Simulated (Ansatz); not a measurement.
## Relaxing SiO₂

The calculation used DFT LDA, scalar-relativistic, plane waves, PAW (Ansatz). Settings: 420 eV cutoff, 6×6×6 k-mesh, Gaussian smearing of 0.02 eV, no spin polarisation.

What was changed: shear of c along a, cell held, atoms relaxed: +1.5 %.

Command:

```bash
ansatz run input.yaml --threads 2 --pin off --max-ram 5120MiB --backend cpu --events-out ev --progress --plain --runs-dir out
```

Input:

```yaml
crystal:
  lattice:
    - [0.0, 4.6987277972, 7.3418642003]
    - [2.3472040734, 0.0, 7.3418642003]
    - [2.3472040734, 4.7313754333, 0.0510126402]
  atoms:
    - { symbol: Si, position: [0.5630813672, 0.5630813672, 0.9369186328] }
    - { symbol: Si, position: [0.3130813672, 0.3130813672, 0.6869186328] }
    - { symbol: Si, position: [0.6869186328, 0.6869186328, 0.3130813672] }
    - { symbol: Si, position: [0.9369186328, 0.9369186328, 0.5630813672] }
    - { symbol: O, position: [0.625, 0.125, 0.625] }
    - { symbol: O, position: [0.625, 0.625, 0.125] }
    - { symbol: O, position: [0.625, 0.625, 0.625] }
    - { symbol: O, position: [0.125, 0.625, 0.625] }
    - { symbol: O, position: [0.1856430086, 0.8143569914, 0.1856430086] }
    - { symbol: O, position: [0.8143569914, 0.1856430086, 0.8143569914] }
    - { symbol: O, position: [0.4356430086, 0.0643569914, 0.4356430086] }
    - { symbol: O, position: [0.0643569914, 0.4356430086, 0.0643569914] }
basis:
  ecutwfc: 420
kpoints:
  mp_grid: { grid: [6, 6, 6] }
hamiltonian:
  xc: lda
scf:
  occupations: { method: gaussian, width: 0.02 }
output:
  forces: true
  stress: true
  eigenvalues: true
relax:
  adjacent_minimum: "off"
  f_tol: 0.008
  max_steps: 40
```

F is the free energy.

Steps:

| step | F − F(1) (eV) | largest force component (eV/Å) |
| --- | --- | --- |
| 1 | 0.0000 | 0.360 |
| 2 | -0.0051 | 0.222 |
| 3 | -0.0085 | 0.011 |
| 4 | -0.0085 | 0.004 |

Relaxed structure:

```cif
data_structure
_symmetry_space_group_name_H-M 'P 1'
_symmetry_Int_Tables_number 1
_cell_length_a 8.7167
_cell_length_b 7.7079
_cell_length_c 5.2818
_cell_angle_alpha 81.690
_cell_angle_beta 60.593
_cell_angle_gamma 36.652
_cell_volume 161.94
loop_
_atom_site_label
_atom_site_type_symbol
_atom_site_fract_x
_atom_site_fract_y
_atom_site_fract_z
_atom_site_occupancy
Si1 Si 0.56397 0.56291 0.93724 1
Si2 Si 0.31453 0.31137 0.68436 1
Si3 Si 0.68603 0.68709 0.31276 1
Si4 Si 0.93547 0.93863 0.56564 1
O1 O 0.62500 0.12500 0.62500 1
O2 O 0.62500 0.62500 0.12500 1
O3 O 0.62500 0.62500 0.62500 1
O4 O 0.12500 0.62500 0.62500 1
O5 O 0.18373 0.81779 0.18793 1
O6 O 0.81274 0.18659 0.81601 1
O7 O 0.43726 0.06341 0.43399 1
O8 O 0.06627 0.43221 0.06207 1
```

Symmetry: P-1, No. 2, triclinic system. Conventional cell: a = 4.695 Å, b = 5.252 Å, c = 7.659 Å, α = 82.35°, β = 72.78°, γ = 63.86°. Around Si (site symmetry 1) lie 4 O at 1.60 to 1.61 Å. Si (site symmetry 1) has 4 O at 1.60 to 1.61 Å as nearest neighbours. Around O (site symmetry -1) lie 2 Si at 1.60 Å. Around O (site symmetry -1) lie 2 Si at 1.60 Å. O (site symmetry -1) is surrounded by 2 Si at 1.60 Å. O (site symmetry -1) has 2 Si at 1.60 Å as nearest neighbours. Around O (site symmetry 1) lie 2 Si at 1.61 Å. Around O (site symmetry 1) lie 2 Si at 1.61 Å.

The run converged. The run took 55 s on 2 threads of Oxide Virtual Turin-like Processor (Zen 5), with other jobs on the host, peak memory 0.86 GiB.